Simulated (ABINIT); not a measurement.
# Rh (Fm-3m) in ABINIT: settings compared

One crystal, Rh, is run at these levels: RPBE, RPBE+D4, revPBE; tasks: equation of state, band structure.

All numbers are computed with ABINIT 10.8.3 (patched build); they aren't measurements. Logs are shortened: lines on timing, memory, paths and dates and some standing lists are left out, and cuts for length are marked. The log counts tension as positive stress, the text compression.

**The experiment to reproduce.**

From “Thermal equation of state of rhodium characterized by XRD in a resistively heated diamond anvil cell”, 2024, pmc:11535440, for a bulk crystal of Rh: bulk modulus 264 ± 1 GPa.

How close the calculation comes is told below.

## (1) The structure

It takes space group Fm-3m (No. 225, cubic). The conventional cell has a = 3.796 Å, b = 3.796 Å, c = 3.796 Å, α = 90.00°, β = 90.00°, γ = 90.00°. Rh (site symmetry m-3m) is surrounded by 12 Rh at 2.68 Å.

## (2) Equation of state, RPBE

File run.abi:

```
# Datasets: one volume each
ndtset 7
getwfk -1
scalecart1 3*0.9795861087
scalecart2 3*0.9864848297
scalecart3 3*0.9932883884
scalecart4 3*1.0000000000
scalecart5 3*1.0066227096
scalecart6 3*1.0131594038
scalecart7 3*1.0196128224

# Pseudopotentials
pp_dirpath "./"
pseudos "Rh.GGA_PBE-JTH.xml"

# Structure
acell 3*1.0 Angstrom
rprim
     0.0000000000     1.8978500000     1.8978500000
     1.8978500000     0.0000000000     1.8978500000
     1.8978500000     1.8978500000     0.0000000000
ntypat 1
znucl 45
natom 1
typat 1
xred
     0.0000000000     0.0000000000     0.0000000000

# Plane-wave basis
ecut 20.0
pawecutdg 40.0

# k points
kptopt 1
ngkpt 12 12 12
nshiftk 1
shiftk 0.0 0.0 0.0

# Exchange and correlation
ixc 15

# Bands and occupations
nband 13
occopt 3
tsmear 0.05 eV

# SCF cycle
nstep 100
tolvrs 1.0e-9

# Output
iomode 3
prtwf 1
prtden 0
prteig 0
prtebands 0
```

Potentials or basis: JTH PAW PBE v2.0.

Launch:

```
abinit run.abi > log 2>&1
```

run.abo:

```text
.Version 10.8.3 of ABINIT
 DATASET    1 : space group Fm -3 m (#225); Bravais cF (face-center cubic)
================================================================================
 Values of the parameters that define the memory need for DATASET  1.
     intxc =       0    ionmov =       0      iscf =      17    lmnmax =      18
     lnmax =       6     mgfft =      24  mpssoang =       3    mqgrid =    3001
     natom =       1  nloc_mem =       2    nspden =       1   nspinor =       1
    nsppol =       1      nsym =      48    n1xccc =       1    ntypat =       1
    occopt =       3   xclevel =       2
       mpw =         380          nfft =       13824          nkpt =          72
 PAW method is used; the additional fine FFT grid is defined by:
   mgfftf=        30    nfftf =     27000
================================================================================
================================================================================
[... 71 lines left out ...]
 DATASET    7 : space group Fm -3 m (#225); Bravais cF (face-center cubic)
================================================================================
 Values of the parameters that define the memory need for DATASET  7.
     intxc =       0    ionmov =       0      iscf =      17    lmnmax =      18
     lnmax =       6     mgfft =      24  mpssoang =       3    mqgrid =    3001
     natom =       1  nloc_mem =       2    nspden =       1   nspinor =       1
    nsppol =       1      nsym =      48    n1xccc =       1    ntypat =       1
    occopt =       3   xclevel =       2
       mpw =         432          nfft =       13824          nkpt =          72
 PAW method is used; the additional fine FFT grid is defined by:
   mgfftf=        30    nfftf =     27000
================================================================================
================================================================================

--------------------------------------------------------------------------------
------------- Echo of variables that govern the present computation ------------
--------------------------------------------------------------------------------
 -outvars: echo values of preprocessed input variables --------
            acell      1.8897261259E+00  1.8897261259E+00  1.8897261259E+00 Bohr
              amu      1.02905500E+02
             ecut      2.00000000E+01 Hartree
           getwfk          -1
                       outvar_i_n : Printing only first  50 k-points.
              ixc          15
           jdtset        1    2    3    4    5    6    7
                       outvar_i_n : Printing only first  50 k-points.
         kptrlatt       12    0    0      0   12    0      0    0   12
          kptrlen1     5.96210490E+01
          kptrlen2     6.00409294E+01
          kptrlen3     6.04550179E+01
          kptrlen4     6.08635101E+01
          kptrlen5     6.12665915E+01
          kptrlen6     6.16644376E+01
          kptrlen7     6.20572153E+01
            natom           1
            nband          13
           ndtset           7
            ngfft          24      24      24
          ngfftdg          30      30      30
             nkpt          72
[... 37 lines left out ...]
            znucl       45.00000

================================================================================

 chkinp: Checking input parameters for consistency, jdtset=   1.

 chkinp: Checking input parameters for consistency, jdtset=   2.
[... 46 lines left out ...]
 getcut: wavevector=  0.0000  0.0000  0.0000  ngfft=  30  30  30
         ecut(hartree)=     40.000   => boxcut(ratio)=   2.12319

--- Pseudopotential description ------------------------------------------------
- pspini: atom type   1  psp file is ./Rh.GGA_PBE-JTH.xml
 Pseudopotential format is: paw10
 basis_size (lnmax)=  6 (lmn_size= 18), orbitals=   0   0   1   1   2   2
 Spheres core radius: rc_sph= 2.21251062
 Shapefunction is SIN type: shapef(r)=[sin(pi*r/rshp)/(pi*r/rshp)]**2
 Radius for shape functions =  2.00372819
 Compensation charge density is not taken into account in XC energy/potential

   3.74318991E+02                                ecore*ucvol(ha*bohr**3)
--------------------------------------------------------------------------------

================================================================================

--- !BeginCycle
iteration_state: {dtset: 1, }
solver: {iscf: 17, nstep: 100, nline: 4, wfoptalg: 10, }
tolerances: {tolvrs: 1.00E-09, }
...
[... 1221 lines left out ...]
-Cartesian components of stress tensor (GPa)         [Pressure= -3.7450E+00 GPa]
- sigma(1 1)=  3.74495716E+00  sigma(3 2)=  0.00000000E+00
- sigma(2 2)=  3.74495716E+00  sigma(3 1)=  0.00000000E+00
- sigma(3 3)=  3.74495716E+00  sigma(2 1)=  0.00000000E+00

== END DATASET(S) ==============================================================
================================================================================

 -outvars: echo values of variables after computation  --------
            acell      1.8897261259E+00  1.8897261259E+00  1.8897261259E+00 Bohr
           etotal1    -1.1131864002E+02
           etotal2    -1.1132047248E+02
           etotal3    -1.1132183414E+02
           etotal4    -1.1132277580E+02
           etotal5    -1.1132333247E+02
           etotal6    -1.1132354547E+02
           etotal7    -1.1132345705E+02
            fcart1    -0.0000000000E+00 -0.0000000000E+00 -0.0000000000E+00
            fcart2    -0.0000000000E+00 -0.0000000000E+00 -0.0000000000E+00
            fcart3    -0.0000000000E+00 -0.0000000000E+00 -0.0000000000E+00
            fcart4    -0.0000000000E+00 -0.0000000000E+00 -0.0000000000E+00
            fcart5    -0.0000000000E+00 -0.0000000000E+00 -0.0000000000E+00
            fcart6    -0.0000000000E+00 -0.0000000000E+00 -0.0000000000E+00
            fcart7    -0.0000000000E+00 -0.0000000000E+00 -0.0000000000E+00
            rprim1     0.0000000000E+00  1.8591074964E+00  1.8591074964E+00
                       1.8591074964E+00  0.0000000000E+00  1.8591074964E+00
                       1.8591074964E+00  1.8591074964E+00  0.0000000000E+00
[... 17 lines left out ...]
                       1.9350721950E+00  1.9350721950E+00  0.0000000000E+00
           strten1    -1.1273028406E-03 -1.1273028406E-03 -1.1273028406E-03
                       0.0000000000E+00  0.0000000000E+00  0.0000000000E+00
           strten2    -8.5493848219E-04 -8.5493848219E-04 -8.5493848219E-04
                       0.0000000000E+00  0.0000000000E+00  0.0000000000E+00
           strten3    -6.1642805548E-04 -6.1642805548E-04 -6.1642805548E-04
                       0.0000000000E+00  0.0000000000E+00  0.0000000000E+00
           strten4    -3.9865527494E-04 -3.9865527494E-04 -3.9865527494E-04
                       0.0000000000E+00  0.0000000000E+00  0.0000000000E+00
           strten5    -2.0048736737E-04 -2.0048736737E-04 -2.0048736737E-04
                       0.0000000000E+00  0.0000000000E+00  0.0000000000E+00
           strten6    -2.6523746568E-05 -2.6523746568E-05 -2.6523746568E-05
                       0.0000000000E+00  0.0000000000E+00  0.0000000000E+00
           strten7     1.2728850660E-04  1.2728850660E-04  1.2728850660E-04
                       0.0000000000E+00  0.0000000000E+00  0.0000000000E+00
 Calculation completed.
```

Wall time 89 s (1 thread of Arm Neoverse V1, shared host); peak memory 0.13 GiB.

Results:

| Property | Result |
| --- | --- |
| Equilibrium volume | 14.27 Å³/atom |
| Bulk modulus | 251 GPa |
| Pressure derivative of the bulk modulus | 4.5 |

Energy against volume, from the lowest point:
| volume (Å³/atom) | energy (meV/atom) |
| --- | --- |
| 12.851 | 133.48 |
| 13.125 | 83.62 |
| 13.398 | 46.57 |
| 13.671 | 20.94 |
| 13.945 | 5.80 |
| 14.218 | 0.00 |
| 14.492 | 2.41 |

Caveat: pressures at fixed basis lie under the slope of the energies; the PAW data sets were made with another functional, which shifts forces and pressure a little.

## (3) Equation of state, RPBE+D4

File run.py:

```python
import json, os
import numpy as np
from ase.eos import EquationOfState
from ase.units import GPa
from ase.calculators.mixing import SumCalculator
from dftd4.ase import DFTD4
from ase.calculators.abinit import Abinit, AbinitProfile
from ase import Atoms

atoms = Atoms(['Rh'],
              cell=[[0.0, 1.89785, 1.89785], [1.89785, 0.0, 1.89785], [1.89785, 1.89785, 0.0]],
              scaled_positions=[[0.0, 0.0, 0.0]],
              pbc=True)

profile = AbinitProfile(command='abinit', pp_paths=[os.path.abspath('pseudos')])
params = dict(
    pps='pawxml', xc='PBE',
    ecut=544.2277,
    pawecutdg=1088.4554,
    kptopt=1,
    ngkpt=[12, 12, 12],
    nshiftk=1,
    shiftk=[0.0, 0.0, 0.0],
    ixc=15,
    nband=13,
    occopt=3,
    tsmear=0.05,
    nstep=100,
    tolvrs=1e-09,
    prtwf=0,
    prtden=0,
)

cell0 = atoms.cell.copy()
volumes, energies = [], []
for i, x in enumerate([0.94, 0.96, 0.98, 1.0, 1.02, 1.04, 1.06]):
    atoms.set_cell(cell0 * x ** (1 / 3), scale_atoms=True)
    atoms.calc = SumCalculator([Abinit(profile=profile, directory=f'v{i}', **params), DFTD4(method='rpbe')])
    volumes.append(atoms.get_volume() / len(atoms))
    dft, disp = atoms.calc.mixer.calcs
    energies.append((dft.get_property('free_energy', atoms) + disp.get_property('energy', atoms)) / len(atoms))
    print(f'{x:5.2f} {volumes[-1]:10.5f} A^3/atom {energies[-1]:14.6f} eV/atom', flush=True)
    json.dump(dict(volumes=volumes, energies=energies), open('results.json', 'w'))
v0, e0, b0 = EquationOfState(volumes, energies, eos='birchmurnaghan').fit()
print(f'V0 {v0:.4f} A^3/atom  E0 {e0:.6f} eV/atom  B0 {b0 / GPa:.2f} GPa')
```

Potentials or basis: JTH PAW PBE v2.0.

Launch:

```
python run.py
```

It took 2.3 min on 1 thread of Arm Neoverse V1, shared host; peak memory 0.11 GiB.

It converged, with:

```
Equilibrium volume                      : 13.39 Å³/atom
Bulk modulus                            : 296 GPa
Pressure derivative of the bulk modulus : 4.0 (rough: it moves with the points fitted)
```

Energy against volume, from the lowest point:
```
volume (Å³/atom)  energy (meV/atom)
          12.851              21.50
          13.125               5.43
          13.398               0.00
          13.671               5.89
          13.945              20.30
          14.218              43.24
          14.492              73.92
```

Caveat: pressures at fixed basis lie under the slope of the energies; the log and the count of SCF iterations are those of the last ABINIT call alone; the PAW data sets were made with another functional, which shifts forces and pressure a little.

## (4) Band structure, revPBE, spin-orbit coupling, no magnetisation

File run.abi:

```
# Datasets: ground state, then fixed potential
ndtset 2

# Pseudopotentials
pp_dirpath "./"
pseudos "Rh.GGA_PBE-JTH.xml"

# Structure
acell 3*1.0 Angstrom
rprim
     0.0000000000     1.8978500000     1.8978500000
     1.8978500000     0.0000000000     1.8978500000
     1.8978500000     1.8978500000     0.0000000000
ntypat 1
znucl 45
natom 1
typat 1
xred
     0.0000000000     0.0000000000     0.0000000000

# Plane-wave basis
ecut 544.227725 eV
pawecutdg 40.0

# Exchange and correlation
ixc 14

# Bands and occupations
occopt 3
tsmear 0.05 eV

# Spin
nspinor 2
nspden 1
pawspnorb 1

# SCF cycle
nstep 100

# Output
iomode 3
prtwf 0
prteig 0
prtebands 0
enunit 1
prtden1 1

# Dataset 1
kptopt1 4
ngkpt1 12 12 12
nshiftk1 1
shiftk1 0.0 0.0 0.0
nband1 26
tolvrs1 1.0e-9

# Dataset 2: bands along G-X-W-K-G-L-U-W-L-K
iscf2 -2
getden2 1
nband2 34
nbdbuf2 2
tolwfr2 1.0e-12
kptopt2 -9
ndivsm2 5
prteig2 1
kptbounds2
     0.0000000000     0.0000000000     0.0000000000
     0.5000000000     0.0000000000     0.5000000000
     0.5000000000     0.2500000000     0.7500000000
     0.3750000000     0.3750000000     0.7500000000
     0.0000000000     0.0000000000     0.0000000000
     0.5000000000     0.5000000000     0.5000000000
     0.6250000000     0.2500000000     0.6250000000
     0.5000000000     0.2500000000     0.7500000000
     0.5000000000     0.5000000000     0.5000000000
     0.3750000000     0.3750000000     0.7500000000
```

Launch:

```
abinit run.abi > log 2>&1
```

It took 2.7 min on 1 thread of Arm Neoverse V1, shared host; peak memory 0.12 GiB.

Results (log left out):

```yaml
Free_energy: -3029.6365 eV
Pressure: 10.8 GPa
Band_gap_on_the_k_mesh: none (metal or under the smearing width)
Valence_electrons_inside_the_program's_atomic_spheres: Rh 14.89 (radii [1.1708] Å)
```

Levels at the corners of the path, in eV from the Fermi level:
```csv
point,band 12,band 13,band 14,band 15,band 16,band 17,band 18,band 19,band 20,band 21
Γ,-3.23,-3.23,-3.23,-2.98,-2.98,-1.02,-1.02,-1.02,-1.02,15.84
X,-6.03,0.47,0.47,0.86,0.86,1.11,1.11,3.23,3.23,12.34
W,-3.89,-3.85,-3.85,-1.24,-1.24,0.97,0.97,9.40,9.40,9.89
K,-4.84,-2.12,-2.12,-0.74,-0.74,0.36,0.36,7.86,7.86,8.66
Γ,-3.23,-3.23,-3.23,-2.98,-2.98,-1.02,-1.02,-1.02,-1.02,15.84
L,-3.36,-3.08,-3.08,0.46,0.46,0.63,0.63,0.70,0.70,8.70
U,-4.84,-2.12,-2.12,-0.74,-0.74,0.36,0.36,7.86,7.86,8.66
W,-3.89,-3.85,-3.85,-1.24,-1.24,0.97,0.97,9.40,9.40,9.89
L,-3.36,-3.08,-3.08,0.46,0.46,0.63,0.63,0.70,0.70,8.70
K,-4.84,-2.12,-2.12,-0.74,-0.74,0.36,0.36,7.86,7.86,8.66
```

Caveat: the PAW data sets were made with another functional, which shifts forces and pressure a little.

## (5) Overview

| task | level | spin | dispersion computed by | V0 of scaled cells (Å³/atom) | B0 (GPa) |
| --- | --- | --- | --- | --- | --- |
| equation of state | RPBE | off | - | 14.27 | 251 |
| equation of state | RPBE+D4 | off | dftd4 4.3.1 | 13.39 | 296 |
| band structure | revPBE | SOC, no magnetisation | - | - | - |

Alike in all rows: potentials or basis JTH PAW PBE v2.0; cell as given; k mesh 12 × 12 × 12; cutoff (eV) 544; smearing fermi-dirac 0.05 eV.

Caveats: the PAW data sets were made with another functional, which shifts forces and pressure a little; pressures at fixed basis lie under the slope of the energies (some runs).

Absolute energies hang on the potentials; compare differences alone.

## (6) Comparison with measurements

Step 2. Measured bulk modulus of Rh: 264 GPa (quoted in “Thermal equation of state of rhodium characterized by XRD in a resistively heated diamond anvil cell”, 2024, pmc:11535440). This calculation gives 251 GPa (-5.0 %). The fit is for a static lattice scaled at fixed shape and fixed fractional positions.

Step 3. A measured bulk modulus of Rh is 264 GPa (quoted in “Thermal equation of state of rhodium characterized by XRD in a resistively heated diamond anvil cell”, 2024, pmc:11535440); the calculated 296 GPa misses it by +11.9 %. The fit is for a static lattice scaled at fixed shape and fixed fractional positions.
